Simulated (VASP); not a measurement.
# F (C2/c) in VASP: further runs

The runs below take F through single point, with PBE+D3(BJ).

All numbers are computed with VASP 6.6.1; they aren't measurements. Logs are shortened: lines on timing, memory, paths and dates and some standing lists are left out, and cuts for length are marked.

**1. The cell of the first run**

Symmetry: C2/c, No. 15, monoclinic system. The conventional cell has a = 5.518 Å, b = 3.631 Å, c = 6.890 Å, α = 90.00°, β = 91.00°, γ = 90.00°. F (site symmetry 1) is surrounded by 1 F at 1.44 Å.

**2. Single point, PBE+D3(BJ)**

INCAR

```
SYSTEM = F
ALGO = Fast
EDIFF = 1E-6
ENCUT = 520
GGA = PE
ISIF = 2
ISMEAR = 0
IVDW = 12
LASPH = .True.
LCHARG = .False.
LREAL = .False.
LWAVE = .False.
NBANDS = 22
NELM = 100
PREC = Accurate
SIGMA = 0.05
```

KPOINTS

```
k-points
0
Gamma
  8 8 4
  0 0 0
```

POSCAR

```
F
1.0
    2.7438253185     -1.8153026244      0.2895639370
    2.7438253185      1.8153026244      0.2895639370
   -0.8423562413      0.0000000000      6.8382075231
F
4
Direct
    0.9138648456      0.5855481450      0.0939279973
    0.4144518550      0.0861351544      0.4060720027
    0.0861351544      0.4144518550      0.9060720027
    0.5855481450      0.9138648456      0.5939279973
```

Potentials or basis: VASP PAW PBE potentials, release 64 (F).

Command:

```sh
$ cat potpaw_PBE.64/F/POTCAR > POTCAR
$ mpirun -np 1 vasp_std > vasp.out
```

OUTCAR:

```text
SYSTEM = F
   EDIFF = 1E-6
   ENCUT = 520
   GGA = PE
   ISIF = 2
   ISMEAR = 0
   IVDW = 12
   LASPH = .True.
   LREAL = .False.
   NELM = 100
   PREC = Accurate
 IVDW          = 12

 ion  position               nearest neighbor table
   1  0.914  0.586  0.094-   3 1.44
   2  0.414  0.086  0.406-   4 1.44
   3  0.086  0.414  0.906-   1 1.44
   4  0.586  0.914  0.594-   2 1.44

  LATTYP: Found a base centered monoclinic cell.
 ALAT       =     5.5181245553
 B/A-ratio  =     0.6579418809
 C/A-ratio  =     1.2485935080
 COS(beta)  =    -0.0174216845

  Lattice vectors:

 A1 = (   2.7438253185,  -1.8153026244,   0.2895639370)
 A2 = (   2.7438253185,   1.8153026244,   0.2895639370)
 A3 = (  -0.8423562413,   0.0000000000,   6.8382075231)

Analysis of symmetry for initial positions (statically):
=====================================================================
 Subroutine PRICEL returns:
 Original cell was already a primitive cell.

 Routine SETGRP: Setting up the symmetry group for a
 base centered monoclinic supercell.

 Subroutine GETGRP returns: Found  4 space group operations
 (whereof  2 operations were pure point group operations)
 out of a pool of  4 trial point group operations.

The static configuration has the point symmetry S_2 .
 The point group associated with its full space group is C_2h.

Analysis of symmetry for dynamics (positions and initial velocities):
=====================================================================
 Subroutine PRICEL returns:
 Original cell was already a primitive cell.

 Routine SETGRP: Setting up the symmetry group for a
 base centered monoclinic supercell.

 Subroutine GETGRP returns: Found  4 space group operations
 (whereof  2 operations were pure point group operations)
 out of a pool of  4 trial point group operations.

The dynamic configuration has the point symmetry S_2 .
 The point group associated with its full space group is C_2h.

 Subroutine INISYM returns: Found  4 space group operations
 (whereof  2 operations are pure point group operations),
 and found     1 'primitive' translations

----------------------------------------------------------------------------------------

                                     Primitive cell

  volume of cell :      69.0061

  direct lattice vectors                    reciprocal lattice vectors
     2.743825318 -1.815302624  0.289563937     0.179888799 -0.275436169  0.022159382
     2.743825318  1.815302624  0.289563937     0.179888799  0.275436169  0.022159382
    -0.842356241  0.000000000  6.838207523    -0.015234784  0.000000000  0.144360475

  length of vectors
     3.302688037  3.302688037  6.889894496     0.329721248  0.329721248  0.145162135

  position of ions in fractional coordinates (direct lattice)
     0.913864846  0.585548145  0.093927997
     0.414451855  0.086135154  0.406072003
     0.086135154  0.414451855  0.906072003
     0.585548145  0.913864846  0.593927997

  ion indices of the primitive-cell ions
   primitive index   ion index
                 1           1
                 2           2
                 3           3
                 4           4

----------------------------------------------------------------------------------------

 KPOINTS: k-points

Automatic generation of k-mesh.
 Grid dimensions read from file:
 generate k-points for:    8    8    4

 Generating k-lattice:

  Cartesian coordinates                     Fractional coordinates (reciprocal lattice)
     0.022486100 -0.034429521  0.002769923     0.125000000 -0.000000000  0.000000000
     0.022486100  0.034429521  0.002769923    -0.000000000  0.125000000  0.000000000
    -0.003808696  0.000000000  0.036090119     0.000000000  0.000000000  0.250000000

  Length of vectors
     0.041215156  0.041215156  0.036290534

  Shift w.r.t. Gamma in fractional coordinates (k-lattice)
     0.000000000  0.000000000  0.000000000

 Subroutine IBZKPT returns following result:
 ===========================================

 Found     78 irreducible k-points:

 Following reciprocal coordinates:
            Coordinates               Weight
  0.000000  0.000000  0.000000      1.000000
  0.125000 -0.000000  0.000000      4.000000
  0.250000 -0.000000  0.000000      4.000000
  0.375000 -0.000000 -0.000000      4.000000
  0.500000 -0.000000  0.000000      2.000000
  0.125000  0.125000  0.000000      2.000000
[... 16 lines left out ...]
  0.125000 -0.000000  0.250000      4.000000
  0.250000 -0.000000  0.250000      4.000000
 [... further k-points ...]
   k-points           NKPTS =     78   k-points in BZ     NKDIM =     78   number of bands    NBANDS=     22
   number of dos      NEDOS =    301   number of ions     NIONS =      4
   total plane-waves  NPLWV =  42336
   dimension x,y,z NGX =    28 NGY =   28 NGZ =   54
   dimension x,y,z NGXF=    56 NGYF=   56 NGZF=  108
   ions per type =               4
   NGX,Y,Z   is equivalent  to a cutoff of  14.09, 14.09, 13.03 a.u.
   NGXF,Y,Z  is equivalent  to a cutoff of  28.19, 28.19, 26.06 a.u.
 SYSTEM =  F
   PREC   = accura    normal or accurate (medium, high low for compatibility)
   ISTART =      0    job   : 0-new  1-cont  2-samecut
   ICHARG =      2    charge: 1-file 2-atom 10-const
   ISPIN  =      1    spin polarized calculation?
   LNONCOLLINEAR =      F non collinear calculations
   LSORBIT =      F    spin-orbit coupling
   LASPH  =      T    aspherical Exc in radial PAW
   ENCUT  =  520.0 eV  38.22 Ry    6.18 a.u.   6.14  6.14 12.81*2*pi/ulx,y,z
   NELM   =    100;   NELMIN=  2; NELMDL= -5     # of ELM steps
   EDIFF  = 0.1E-05   stopping-criterion for ELM
   LREAL  =      F    real-space projection
   EDIFFG = 0.1E-04   stopping-criterion for IOM
   NSW    =      0    number of steps for IOM
   IBRION =     -1    ionic relax: 0-MD 1-quasi-New 2-CG
   NFREE  =      0    steps in history (QN), initial steepest desc. (CG)
   ISIF   =      2    stress and relaxation
   ISYM   =      2    0-nonsym 1-usesym 2-fastsym
   POTIM  = 0.5000    time-step for ionic-motion
   TEBEG  =    0.0;   TEEND  =   0.0 temperature during run
   PSTRESS=    0.0 pullay stress
   NELECT =      28.0000    total number of electrons
   NUPDOWN=      -1.0000    fix difference up-down
   EMIN   =  10.00;   EMAX   =-10.00  energy-range for DOS
   EFERMI =   0.00;   METHOD = LEGACY
   ISMEAR =     0;   SIGMA  =   0.05  broadening in eV -4-tet -1-fermi 0-gaus
   EFERMI_NEDOS =   21; number of points for ismear=-14 and -15
   IALGO  =     68    algorithm
   IMIX   =      4    mixing-type and parameters
     AMIX     =   0.40;   BMIX     =  1.00
     AMIX_MAG =   1.60;   BMIX_MAG =  1.00
  volume/ion in A,a.u.               =      17.25       116.42
  Fermi-wavevector in a.u.,A,eV,Ry     =   1.211988  2.290326 19.985812  1.468916
  Thomas-Fermi vector in A             =   2.347487
   LORBIT       =      0    0 simple, 1 ext, 2 COOP (PROOUT), +10 PAW based schemes
   GGA     = PE    functional components
   LHFCALC =     F    Hartree Fock is set to
   AEXX    =    0.0000 exact exchange contribution
   IVDW    =    12    specifies the selected vdW correction
   LEPSILON=     F    determine dielectric tensor
   LRPA    =     F    only Hartree local field effects (RPA)
 non-spin polarized calculation
 RMM-DIIS sequential band-by-band and
 Gauss-broadening in eV      SIGMA  =   0.05
  energy-cutoff  :      520.00
  volume of cell :       69.01
 maximum number of plane-waves:      1874
 NGX is ok and might be reduce to    28
   NGX = 13   NGY = 13   NGZ = 25

 number of electron      28.0000013 magnetization

 Free energy of the ion-electron system (eV)
  ---------------------------------------------------
  ext. energy  EPLUGINS =         0.00000000
  ---------------------------------------------------
  free energy    TOTEN  =        -7.31425021 eV

  energy without entropy =       -7.31425021  energy(sigma->0) =       -7.31425021

 E-fermi :  -5.3329     XC(G=0):  -7.3169

 val. band max:       -5.6486011307   @ k =   0.0000   0.0000   0.0000
 cond. band min:      -2.9034976361   @ k =   0.0000   0.0000   0.0000
 fundamental gap:      2.7451034946
 Fermi energy:        -5.3328760226

 k-point     1 :       0.0000    0.0000    0.0000
  band No.  band energies     occupation
      1     -30.1090      2.00000
      2     -30.0140      2.00000
      3     -24.2722      2.00000
      4     -24.0166      2.00000
      5     -11.8777      2.00000
      6     -11.2979      2.00000
[... 14 lines left out ...]
     21      14.2612      0.00000
     22      14.6198      0.00000

 k-point     2 :       0.1250   -0.0000    0.0000
  band No.  band energies     occupation
      1     -30.0966      2.00000
      2     -30.0086      2.00000
      3     -24.2607      2.00000
      4     -24.0244      2.00000
      5     -11.8602      2.00000
      6     -11.3195      2.00000
[... 14 lines left out ...]
     21      13.2932      0.00000
     22      14.4148      0.00000

 k-point     3 :       0.2500   -0.0000    0.0000
  band No.  band energies     occupation
      1     -30.0653      2.00000
      2     -29.9975      2.00000
      3     -24.2288      2.00000
      4     -24.0483      2.00000
      5     -11.8074      2.00000
      6     -11.3833      2.00000
[... 14 lines left out ...]
     21      12.7654      0.00000
     22      13.2171      0.00000
[... 476 lines left out ...]
 k-point    23 :       0.1250   -0.0000    0.2500
  band No.  band energies     occupation
      1     -30.0840      2.00000
      2     -30.0220      2.00000
      3     -24.2260      2.00000
      4     -24.0596      2.00000
      5     -11.7855      2.00000
      6     -11.4045      2.00000
[... 14 lines left out ...]
     21      13.3051      0.00000
     22      14.4298      0.00000

 k-point    24 :       0.2500   -0.0000    0.2500
  band No.  band energies     occupation
      1     -30.0553      2.00000
      2     -30.0079      2.00000
      3     -24.2018      2.00000
      4     -24.0755      2.00000
      5     -11.7445      2.00000
      6     -11.4450      2.00000
[... 14 lines left out ...]
     21      11.8611      0.00000
     22      12.6747      0.00000

 [... further k-points ...]

------------------------ aborting loop because EDIFF is reached ----------------------------------------

 Edisp (eV)   -0.10719

 E8    (eV) :    -0.0232

  FORCE on cell =-STRESS in cart. coord.  units (eV):
  Direction    XX          YY          ZZ          XY          YZ          ZX
  --------------------------------------------------------------------------------------
  -------------------------------------------------------------------------------------
  Total      -0.19046    -0.39284    -0.92589     0.00000     0.00000     0.09845
  in kB      -4.42207    -9.12087   -21.49717     0.00000     0.00000     2.28581
  external pressure =      -11.68 kB  Pullay stress =        0.00 kB

 VOLUME and BASIS-vectors are now :
 -----------------------------------------------------------------------------
  energy-cutoff  :      520.00
  volume of cell :       69.01
      direct lattice vectors                 reciprocal lattice vectors
     2.743825318 -1.815302624  0.289563937     0.179888799 -0.275436169  0.022159382
     2.743825318  1.815302624  0.289563937     0.179888799  0.275436169  0.022159382
    -0.842356241  0.000000000  6.838207523    -0.015234784  0.000000000  0.144360475

 POSITION                                       TOTAL-FORCE (eV/Angst)
 -----------------------------------------------------------------------------------
      4.03501     -0.59599      1.07648         0.033648     -0.124195     -0.246183
      1.03147     -0.59599      2.92176        -0.033648     -0.124195      0.246183
      0.61029      0.59599      6.34086        -0.033648      0.124195      0.246183
      3.61383      0.59599      4.49558         0.033648      0.124195     -0.246183
 -----------------------------------------------------------------------------------
    total drift:                               -0.000000     -0.000000      0.000000

  FREE ENERGIE OF THE ION-ELECTRON SYSTEM (eV)
  ---------------------------------------------------
  free  energy   TOTEN  =        -7.4214416441 eV

  energy  without entropy=       -7.4214416441  energy(sigma->0) =       -7.42144164
```

Wall time 52 s (1 thread of Intel Xeon 6975P-C (Granite Rapids), shared host); peak memory 0.24 GiB.

Results:

```
Free energy                : -7.4214 eV
Pressure                   : -1.2 GPa
Largest force              : 0.278 eV/Å
Band gap on the k mesh     : 2.75 eV, direct
Dispersion energy per atom : -0.027 eV
```

Forces in eV/Å, atoms in the order of the input:
```
F    0.034 -0.124 -0.246
F   -0.034 -0.124  0.246
F   -0.034  0.124  0.246
F    0.034  0.124 -0.246
```

Stress tensor (GPa, compression positive):
```
-0.44  0.00  0.23
 0.00 -0.91  0.00
 0.23  0.00 -2.15
```

A k mesh can miss the band edges.

**3. Single point, PBE+D3(BJ)**

INCAR

```
PREC = Accurate ; ENCUT = 520
EDIFF = 1E-6 ; ISMEAR = 0
SIGMA = 0.05 ; LREAL = F
LASPH = T ; NELM = 100
ALGO = Fast ; ISIF = 2
LWAVE = F ; LCHARG = T
GGA = PE ; IVDW = 12
LELF = T ; LVHAR = T
NBANDS = 22
```

KPOINTS

```
Automatic mesh
0
Gamma
  8 8 4
```

POSCAR

```
F
1.0
    2.8879035921     -1.8726144046      0.3047689400
    2.8879035921      1.8726144046      0.3047689400
   -0.8714501161      0.0000000000      7.0538360426
F
4
Direct
    0.9138648456      0.5855481450      0.0939279973
    0.4144518550      0.0861351544      0.4060720027
    0.0861351544      0.4144518550      0.9060720027
    0.5855481450      0.9138648456      0.5939279973
```

Potentials or basis: VASP PAW PBE potentials, release 64 (F).

Command:

```sh
$ cat potpaw_PBE.64/F/POTCAR > POTCAR
$ mpirun -np 1 vasp_std > vasp.out
```

Wall time 56 s (1 thread of Intel Xeon 6975P-C (Granite Rapids), shared host); peak memory 0.25 GiB.

Results (log left out):

| Quantity | Value |
| --- | --- |
| Free energy | -7.3263 eV |
| Pressure | -3.9 GPa |
| Largest force | 1.538 eV/Å |
| Band gap on the k mesh | 2.35 eV, direct |
| Dispersion energy per atom | -0.023 eV |

Forces in eV/Å, atoms in the order of the input:
```
F    0.175 -0.676 -1.370
F   -0.175 -0.676  1.370
F   -0.175  0.676  1.370
F    0.175  0.676 -1.370
```

Stress tensor (GPa, compression positive):
```
-0.74  0.00  1.00
 0.00 -2.56  0.00
 1.00  0.00 -8.51
```

Levels at points of the mesh, in eV from the valence-band top:
```
           k point  band 10  band 11  band 12  band 13  band 14  band 15  band 16  band 17  band 18  band 19
(0.00, 0.00, 0.00)    -2.63    -0.26    -0.05    -0.03     0.00     2.35     2.95     8.95    11.54    12.10
(0.50, 0.00, 0.00)    -2.76    -0.22    -0.21    -0.06    -0.05     2.71     2.72    12.82    12.83    14.82
(0.50, 0.50, 0.00)    -2.81    -0.39    -0.32    -0.07    -0.05     2.51     2.91    13.00    13.81    14.55
(0.00, 0.00, 0.50)    -2.65    -0.17    -0.17    -0.02    -0.02     2.64     2.64     9.77     9.77    14.84
(0.50, 0.00, 0.50)    -2.77    -0.20    -0.18    -0.04    -0.03     2.70     2.70    13.35    13.37    13.40
(0.50, 0.50, 0.50)    -2.86    -0.22    -0.22    -0.20    -0.20     2.71     2.71    13.50    13.50    14.42
```

Caveat: forces of over 1 eV/Å show positions far from the minimum, so gaps and moduli don't describe the material at rest. A k mesh can miss the band edges.
